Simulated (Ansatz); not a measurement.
# CoO (I4/mmm) in Ansatz: a series of runs

The runs below take CoO through single point, with LDA+U, PBE+U.

Program: Ansatz 0.2.0. These are calculated values, not measurements. Logs are shortened: lines on timing, memory, paths and dates and some standing lists are left out, and cuts for length are marked.

## (1) The cell of the first run

Symmetry: I4/mmm, No. 139, tetragonal system. Conventional cell: a = 3.016 Å, b = 3.016 Å, c = 4.215 Å, α = 90.00°, β = 90.00°, γ = 90.00°. Around Co (site symmetry 4/mmm) lie 6 O at 2.11 to 2.13 Å. O (site symmetry 4/mmm) is surrounded by 6 Co at 2.11 to 2.13 Å.

## (2) Single point, LDA+U, collinear spin, ferrimagnetic start (another cell of the same crystal, with 4 atoms)

The input, input.yaml:

```yaml
crystal:
  lattice:
    - [3.01600088, 0.0, 0.0]
    - [0.0, 3.01600088, 0.0]
    - [0.0, 0.0, 4.21450072]
  atoms:
    - { symbol: Co, position: [0.0, 0.0, 0.0], spin: 2.0 }
    - { symbol: Co, position: [0.5, 0.5, 0.5], spin: -1.0 }
    - { symbol: O, position: [0.0, 0.0, 0.5] }
    - { symbol: O, position: [0.5, 0.5, 0.0] }
hamiltonian:
  xc: lda
  pseudopotentials: { kind: paw }
  hubbard: { sites: [{ species: Co, l: d, u_eff: 3.0 }] }
magnetization:
  spin_polarized: true
kpoints:
  mp_grid: { grid: [6, 6, 5] }
scf:
  occupations: { method: gaussian, width: 0.05 }
output:
  forces: true
  stress: true
  eigenvalues: true
  write_density: true
  write_potential: true
  elf: true
  volumetric_format: npy
```

Potentials or basis: Ansatz PAW.

Run with:

```bash
ansatz run input.yaml --threads 2 --pin off --max-ram 5632MiB --backend cpu --events-out ev --progress --plain --runs-dir out
```

Standard output:

```text
Warning: RAYON_NUM_THREADS=2 ignored (pool sized by the plan → 2); use --threads N
Co: projections on atomic orbitals take those of the free atom [Ne] 3s2 3p6 3d7 4s2, of charge +0.00 (hamiltonian.pseudopotentials.projection_atoms); the dataset's partial waves leave at most 1.4e-6 of an orbital's norm unspanned inside its sphere
O: projections on atomic orbitals take those of the free atom [He] 2s2 2p4, of charge +0.00 (hamiltonian.pseudopotentials.projection_atoms); the dataset's partial waves leave at most 1.9e-8 of an orbital's norm unspanned inside its sphere
Engine: ansatz 0.2.0, x86_64-unknown-linux-gnu
Pseudopotentials: kind: paw
Pseudopotential: Co, paw, valence charge 17, recommended cutoff 420 eV (normal), Co.paw.azcp
Pseudopotential: O, paw, valence charge 6, recommended cutoff 420 eV (normal), O.paw.azcp
Functional definition: SPW92
  exchange = slater_x
  correlation = pw_c
Crystal: 4 atoms, lattice volume = 38.336 Å³
Basis set: ecut = 420 eV, 727 PW (Γ)
Bands: 30, of which v1, the nominal top of the filled ones, is band 23 counted from 1 (22 counted from 0)
Symmetry: 16 space group operations
Space group: P4/mmm (ITA 123), of the structure as read, at distance tolerance 3.4e-5 Å
Magnetic group: BNS 123.339 (UNI 999), of the structure as read, at distance tolerance 3.4e-5 Å
k-points: 30 of 180
Non-local potential: Co, projectors of the file, l = 0: 3, l = 1: 2, l = 2: 3, l = 3: 1
Non-local potential: O, projectors of the file, l = 0: 2, l = 1: 2, l = 2: 1
PAW form: soft (Blöchl's): semilocal exchange-correlation on the pseudo side does not see the compensation charge
PAW frozen core: Co, regenerated for the run's functional, and the local potential with it (the file was generated under x = pbe(κ = 0.804, μ = 0.2195149727645171), c = pbe(β = 0.06672455060314922))
PAW frozen core: O, regenerated for the run's functional, and the local potential with it (the file was generated under x = pbe(κ = 0.804, μ = 0.2195149727645171), c = pbe(β = 0.06672455060314922))
PAW one-centre angular grid: Co, 590 points (default); XC on 64 Gauss nodes
PAW one-centre angular grid: O, 110 points (default); XC on 64 Gauss nodes
Initial density: superposition of atomic densities (chi_scale 0.1, normalization cell, long waves kept (reshape's long-wave potential 0.00 eV rms))
Starting moments: Σ|m| = 3 μB on 2 of 4 sites
Initial wavefunctions: pseudopotential atomic-orbital guess
Functional: x = slater, c = lda
SCF iter   1: F=—  HF=-11236.471060 eV  |F-HF|=—  |Δ(HF+E_count)|=         —  Δρ=3.08e-1 (↑2.73e-1 ↓3.08e-1)  dr2=9.72e1  dr2_m=3.15e0  M=0.330 μB ∫|m|=1.160 μB  β_m=0.30  ethr=3.10e-3  ⟨swp⟩=5.5  Hψ=6262  notcnv=0
preconditioner: auto → Kerker (q_TF=auto, 2.812 Å⁻¹)  [metal: Δε(μ)=0.014 eV  Ē_g=11.104 eV  σ=0.050 eV  W_gap=0.16  n_scr=14 (ndim 8)  ℏωp=32.8 eV  f_vac=0.000  D(μ)=2.79/eV (n_scr^D=28)]
spin=Collinear: Kerker preconditioning applied to the charge; magnetization (m = ρ↑ − ρ↓) channel mixes plain (no charge-response kernel on spin).
SCF iter   2: F=—  HF=-11228.890602 eV  |F-HF|=—  |Δ(HF+E_count)|=    7.58e0  Δρ=1.43e-1 (↑1.43e-1 ↓1.26e-1)  dr2=6.41e0  dr2_m=2.78e0  M=0.992 μB ∫|m|=3.884 μB  β_m=1.00  ethr=3.10e-3  ⟨swp⟩=3.6  Hψ=4676  notcnv=0  defer=112
SCF iter   3: F=—  HF=-11228.263926 eV  |F-HF|=—  |Δ(HF+E_count)|=   6.27e-1  Δρ=8.13e-2 (↑5.20e-2 ↓8.13e-2)  dr2=3.39e0  dr2_m=2.99e-1  M=1.443 μB ∫|m|=4.097 μB  β_m=0.30  ethr=3.10e-3  ⟨swp⟩=2.9  Hψ=4097  notcnv=0  defer=108
SCF iter   4: F=—  HF=-11228.933173 eV  |F-HF|=—  |Δ(HF+E_count)|=   6.69e-1  Δρ=5.05e-2 (↑4.04e-2 ↓5.05e-2)  dr2=7.68e-1  dr2_m=6.11e-2  M=1.304 μB ∫|m|=3.926 μB  β_m=0.30  ethr=3.10e-3  ⟨swp⟩=2.0  Hψ=2644  notcnv=0  defer=116
Mixer restart at iter 4: flushing history
spin-set hold released at iteration 4 (site moments contracting): the magnetisation degrees of freedom join the quasi-Newton model from the next iteration; the mixer history was flushed
SCF iter   5: F=—  HF=-11229.342463 eV  |F-HF|=—  |Δ(HF+E_count)|=   4.09e-1  Δρ=3.97e-2 (↑2.94e-2 ↓3.97e-2)  dr2=6.96e-1  dr2_m=8.85e-2  M=1.407 μB ∫|m|=3.984 μB  β_m=0.54  ethr=1.67e-3  ⟨swp⟩=2.0  Hψ=2314  notcnv=0  defer=119
SCF iter   6: F=—  HF=-11229.786576 eV  |F-HF|=—  |Δ(HF+E_count)|=   4.44e-1  Δρ=3.94e-2 (↑2.71e-2 ↓3.94e-2)  dr2=6.63e-1  dr2_m=7.81e-2  M=1.602 μB ∫|m|=4.010 μB  β_m=0.68  ethr=1.51e-3  ⟨swp⟩=2.0  Hψ=2884  notcnv=0  defer=134
SCF iter   7: F=—  HF=-11230.026244 eV  |F-HF|=—  |Δ(HF+E_count)|=   2.40e-1  Δρ=3.15e-2 (↑1.22e-2 ↓3.15e-2)  dr2=3.94e-1  dr2_m=7.55e-2  M=1.842 μB ∫|m|=4.290 μB  β_m=0.68  ethr=1.44e-3  ⟨swp⟩=2.2  Hψ=2805  notcnv=0  defer=134
SCF iter   8: F=—  HF=-11229.983994 eV  |F-HF|=—  |Δ(HF+E_count)|=   4.22e-2  Δρ=9.39e-3 (↑9.39e-3 ↓8.05e-3)  dr2=2.30e-2  dr2_m=1.62e-2  M=1.940 μB ∫|m|=4.325 μB  β_m=0.83  ethr=8.56e-4  ⟨swp⟩=2.2  Hψ=3087  notcnv=0  defer=136
SCF iter   9: F=—  HF=-11229.988981 eV  |F-HF|=—  |Δ(HF+E_count)|=   4.99e-3  Δρ=3.57e-3 (↑3.57e-3 ↓2.45e-3)  dr2=1.17e-2  dr2_m=8.84e-4  M=1.953 μB ∫|m|=4.335 μB  β_m=0.83  ethr=4.99e-5  ⟨swp⟩=2.1  Hψ=2922  notcnv=0  defer=136
[... 51 lines left out ...]
SCF iter   8: F=-11230.602329 eV  HF=-11230.602329 eV  |F-HF|=5.07e-8  |Δ(HF+E_count)|=  1.27e-11  Δρ=8.02e-6 (↑8.02e-6 ↓7.78e-6)  dr2=6.28e-8  dr2_m=4.10e-9  M=0.000 μB ∫|m|=5.639 μB  ethr=1.36e-10  ⟨swp⟩=1.0  Hψ=11142  notcnv=0
SCF 4 converged in 8 iterations: F = -11230.602329 eV  dr2 = 6.28e-8
iter 1 solved again at ethr=1.37e-10 eV; its pass at ethr=3.10e-3 eV (dr2=6.30e-8 eV) is discarded
SCF iter   1: F=—  HF=-11230.602329 eV  |F-HF|=—  |Δ(HF+E_count)|=         —  Δρ=8.02e-6 (↑8.02e-6 ↓7.78e-6)  dr2=6.29e-8  dr2_m=4.09e-9  M=0.000 μB ∫|m|=5.639 μB  β_m=0.30  ethr=1.37e-10  ⟨swp⟩=1.0  Hψ=13409  notcnv=0
preconditioner: auto → none  [insulator: Δε(μ)=0.729 eV  Ē_g=11.466 eV  σ=0.050 eV  W_gap=1.00  n_scr=14 (ndim 8)  ℏωp=32.8 eV  f_vac=0.000  D(μ)=0.00/eV (n_scr^D=0)  ε∞_Penn≈9.2]
SCF iter   2: F=-11230.602329 eV  HF=-11230.602329 eV  |F-HF|=3.67e-10  |Δ(HF+E_count)|=   9.17e-9  Δρ=5.32e-6 (↑5.32e-6 ↓2.71e-6)  dr2=7.05e-9  dr2_m=3.17e-9  M=0.000 μB ∫|m|=5.639 μB  ethr=1.37e-10  ⟨swp⟩=8.8  Hψ=21043  notcnv=0
SCF 5 converged in 2 iterations: F = -11230.602329 eV  dr2 = 7.05e-9
iter 1 solved again at ethr=1.53e-11 eV; its pass at ethr=2.17e-6 eV (dr2=7.05e-9 eV) is discarded
SCF iter   1: F=—  HF=-11230.602329 eV  |F-HF|=—  |Δ(HF+E_count)|=         —  Δρ=5.32e-6 (↑5.32e-6 ↓2.71e-6)  dr2=7.05e-9  dr2_m=3.17e-9  M=0.000 μB ∫|m|=5.639 μB  ethr=1.53e-11  ⟨swp⟩=1.0  Hψ=25155  notcnv=0
SCF iter   2: F=—  HF=-11230.602325 eV  |F-HF|=—  |Δ(HF+E_count)|=   4.52e-6  Δρ=4.53e-5 (↑4.53e-5 ↓4.42e-5)  dr2=1.20e-6  dr2_m=1.71e-7  M=0.000 μB ∫|m|=5.640 μB  ethr=2.17e-6  ⟨swp⟩=1.0  Hψ=17752  notcnv=0
SCF iter   3: F=-11230.602329 eV  HF=-11230.602329 eV  |F-HF|=2.05e-8  |Δ(HF+E_count)|=   4.58e-6  Δρ=5.51e-6 (↑4.38e-6 ↓5.51e-6)  dr2=2.11e-8  dr2_m=8.08e-10  M=0.000 μB ∫|m|=5.639 μB  ethr=2.17e-10  ⟨swp⟩=1.5  Hψ=13488  notcnv=0
an SCF along what the orbitals of the run's state read of its open shells (or to have them read: on a GPU, or by another smearing), with 14 of the crystal's symmetry operations given up (92 k-points in place of 30), reached no lower state that the run goes on to. This is no proof of a minimum
SCF converged after 2 iterations
Stability not told: the lowest value that the SCF's own minimisation read on its close, 7.0e-2 (residual 7.1e-4), is positive but too near zero to vouch for directions that it does not look along: no lower mode is shown, and none is ruled out
Magnetization: 0.0000 μB (23.0000 up, 23.0000 down)
Absolute magnetization: 5.6424 μB (∫|ρ↑−ρ↓|, with the PAW one-centre terms)
Spin contamination: 2.9828 ħ² per cell (⟨S²⟩ above its minimum at these occupations)
Per-site moments (μB) at R_I (Å): [(2.541727553526095, 0.8692407735000001), (-2.5417260154039467, 0.8692407735000001), (-0.08944440100927209, 0.8692407735000001), (0.08943938605849307, 0.8692407735000001)]
Free energy (F): -11230.602329 eV
Harris-Foulkes:  -11230.602329 eV  (|F-HF|=3.67e-10)
Internal energy: -11230.602329 eV  (E = F + TS)
E sigma→0 (E₀):  -11230.602329 eV
Fermi energy:    13.869022 eV
--- Per-component energies (eV) ---
  E_band       = -634.156469
  E_kinetic    = 1232.656435
  E_local      = -6846.039956  (includes V_loc(G=0)·N_el)
  E_nonlocal   = 1041.185704
  E_hartree    = 2799.380642
  E_xc         = -451.516396
  E_vxc        = -584.308261  (∫ρ·V_xc dr)
  E_hubbard    = 1.073976  (on-site DFT+U / exact-exchange correction)
  E_vhub       = -19.817724  (the Hubbard potential's part of the band-sum identity)
  E_paw        = -3204.398898  (= ΣΔE_a)
  E_vpaw       = -1056.602662  (= ΣTr[D̂ρ^β])
  E_aug_tail   = 0.004991  (compensation charges beyond the density's cutoff)
  E_ewald      = -5803.979171
  E_core_change = 1.030344  (= ΣΔE_core)
  E_smearing   = -0.000000  (= −TS)
  E_closure    = 0.000000  (closes the sum)
  Σ components = -11230.602329   (vs F -11230.602329, Δ=0.00e0)
--- Forces (eV/Å), atoms counted from 1 ---
  atom   1  Co     0.00000000     0.00000000     0.00000000
  atom   2  Co     0.00000000     0.00000000     0.00000000
  atom   3  O      0.00000000     0.00000000     0.00000000
  atom   4  O      0.00000000     0.00000000     0.00000000
  max |Σ_I F_I| component: 0.00e0 eV/Å
--- Stress (GPa, compression-positive) ---
       -8.495902       0.000000      -0.531690
        0.000000      -7.708256       0.000000
       -0.531886       0.000000      -5.885685
  P = ⅓ Tr σ = -7.3633 GPa (-73.633 kbar)
--- Band table (eV; the first three rows and the last of 128) ---
  k-point 0 ↑: bands = ["-82.5998", "-79.5578", "-46.8530", "-46.0101", "-45.9249", "-43.5884", "-43.1913", "-43.1482", "-5.9882", "-4.5952", "7.0364", "8.0520", "8.9834", "9.2207", "9.3253", "9.6025", "9.6224", "9.6393", "10.8405", "10.9132", "10.9660", "10.9853", "11.7537", "14.2322", "14.6316", "14.8279", "14.9371", "19.6883", "23.7670", "25.4402"]
  k-point 1 ↑: bands = ["-82.5998", "-79.5578", "-46.8531", "-46.0102", "-45.9249", "-43.5885", "-43.1915", "-43.1482", "-5.8378", "-4.6922", "6.7644", "8.0360", "8.8240", "8.9852", "9.0394", "9.3011", "9.7109", "9.7449", "10.7886", "10.8827", "11.0732", "11.1046", "11.9788", "14.3307", "14.6344", "14.9520", "16.0558", "19.9244", "23.8642", "25.5974"]
  k-point 2 ↑: bands = ["-82.5999", "-79.5577", "-46.8531", "-46.0102", "-45.9249", "-43.5886", "-43.1917", "-43.1483", "-5.4662", "-4.9789", "6.5004", "7.9149", "7.9965", "8.9049", "8.9855", "9.0587", "9.5930", "9.7559", "10.9442", "11.0424", "11.1035", "11.3289", "12.2755", "14.4885", "14.6405", "15.1040", "18.0434", "19.7380", "25.1030", "26.0636"]
  k-point 63 ↓: bands = ["-82.5976", "-79.5549", "-46.8637", "-46.0136", "-45.9434", "-43.6009", "-43.1966", "-43.1685", "-4.6694", "-4.3303", "7.0205", "7.0812", "7.2965", "7.5533", "7.8932", "8.5745", "9.6065", "9.7064", "10.4428", "10.5907", "11.4948", "11.9130", "12.1661", "14.6737", "15.1530", "15.7401", "21.3578", "22.1028", "23.6026", "23.6889"]
Occupation matrices written to <dir>
```

Wall time 1.8 min (2 threads of Intel Xeon at 2.70GHz, shared host); peak memory 0.97 GiB.

What came out:

* Free energy: -11230.6023 eV
* Pressure: -7.4 GPa
* Band gap on the k mesh: 0.73 eV
* Net moment: 0.00 μB per cell
* Absolute moment: 5.64 μB per cell
* Site moments: Co +2.54, -2.54; O -0.09, +0.09 μB

Eigenvalues of the final occupation matrices:
```tsv
site	spin	trace	eigenvalues
site 1	1	4.98	0.99 0.99 1.00 1.00 1.00
site 1	2	2.34	0.07 0.15 0.15 0.99 0.99
site 2	1	2.34	0.07 0.15 0.15 0.99 0.99
site 2	2	4.98	0.99 0.99 1.00 1.00 1.00
```

Caveat: the magnetic or orbital state may not be the lowest; odd divisions of the mesh miss points on the zone boundary, where band edges often lie, so the gap on the mesh can be too wide; the pressure holds a Pulay correction of +1.0 GPa for the finite cutoff; the PAW data sets come from PBE, with cores solved anew for the run's functional, which leaves a small shift of forces and pressure. The state reached can hang on the start; a lower one may exist.

## (3) Single point, PBE+U, collinear spin, antiferromagnetic start (another cell of the same crystal, with 4 atoms)

The input, input.yaml:

```yaml
crystal:
  lattice:
    - [3.01600088, 0.0, 0.0]
    - [0.0, 3.01600088, 0.0]
    - [0.0, 0.0, 4.21450072]
  atoms:
    - { symbol: Co, position: [0.0, 0.0, 0.0], spin: 2.0 }
    - { symbol: Co, position: [0.5, 0.5, 0.5], spin: -2.0 }
    - { symbol: O, position: [0.0, 0.0, 0.5] }
    - { symbol: O, position: [0.5, 0.5, 0.0] }
hamiltonian:
  xc: pbe
  pseudopotentials: { kind: paw }
  hubbard: { sites: [{ species: Co, l: d, u_eff: 4.0 }] }
magnetization:
  spin_polarized: true
kpoints:
  mp_grid: { grid: [6, 6, 5] }
scf:
  occupations: { method: gaussian, width: 0.05 }
output:
  forces: true
  stress: true
  eigenvalues: true
```

Potentials or basis: Ansatz PAW.

Run with:

```bash
ansatz run input.yaml --threads 2 --pin off --max-ram 5632MiB --backend cpu --events-out ev --progress --plain --runs-dir out
```

Run time: 57 s. Hardware: 2 threads of Intel Xeon at 2.70GHz, shared host; peak memory 0.9 GiB.

It converged, with:

```
Free energy            : -11382.5271 eV
Pressure               : 11.6 GPa
Band gap on the k mesh : 1.66 eV
Net moment             : 0.00 μB per cell
Absolute moment        : 5.73 μB per cell
Site moments           : Co +2.60, -2.60; O -0.07, +0.07 μB
```

Stress tensor (GPa, compression positive):
```
10.00  0.00 -0.92
 0.00 11.40  0.00
-0.92  0.00 13.29
```

Levels at points of the mesh, in eV from the valence-band top:
Spin up:
```tsv
k point	band 20	band 21	band 22	band 23	band 24	band 25	band 26	band 27
(0.00, 0.00, 0.00)	-2.36	-2.24	-2.20	-2.18	1.66	1.84	2.24	2.40
(0.00, -0.50, 0.00)	-2.23	-1.77	-1.28	-0.29	2.31	2.60	4.15	7.07
(-0.50, 0.00, 0.00)	-2.46	-2.21	-1.77	-0.28	2.33	2.75	4.16	7.09
(-0.50, -0.50, 0.00)	-3.44	-3.44	-2.62	-2.16	2.05	2.59	2.68	6.14
```
Spin down:
| k point | band 19 | band 20 | band 21 | band 22 | band 23 | band 24 | band 25 | band 26 | band 27 | band 28 |
| --- | --- | --- | --- | --- | --- | --- | --- | --- | --- | --- |
| (0.00, 0.00, 0.00) | -3.20 | -2.36 | -2.24 | -2.20 | -2.18 | 1.66 | 1.84 | 2.24 | 2.40 | 6.64 |
| (0.00, -0.50, 0.00) | -2.81 | -2.23 | -1.77 | -1.28 | -0.29 | 2.31 | 2.60 | 4.15 | 7.07 | 7.24 |
| (-0.50, 0.00, 0.00) | -3.04 | -2.46 | -2.21 | -1.77 | -0.28 | 2.33 | 2.75 | 4.16 | 7.09 | 7.11 |
| (-0.50, -0.50, 0.00) | -3.50 | -3.44 | -3.44 | -2.62 | -2.16 | 2.05 | 2.59 | 2.68 | 6.14 | 7.09 |

Eigenvalues of the final occupation matrices:
```csv
site,spin,trace,eigenvalues
site 1,1,4.99,1.00 1.00 1.00 1.00 1.00
site 1,2,2.28,0.05 0.12 0.12 0.99 1.00
site 2,1,2.28,0.05 0.12 0.12 0.99 1.00
site 2,2,4.99,1.00 1.00 1.00 1.00 1.00
```

Caveat: the magnetic or orbital state may not be the lowest; odd divisions of the mesh miss points on the zone boundary, where band edges often lie, so the gap on the mesh can be too wide; the pressure holds a Pulay correction of +0.8 GPa for the finite cutoff. A k mesh can miss the band edges.

(Continued in part 2 of 2.)
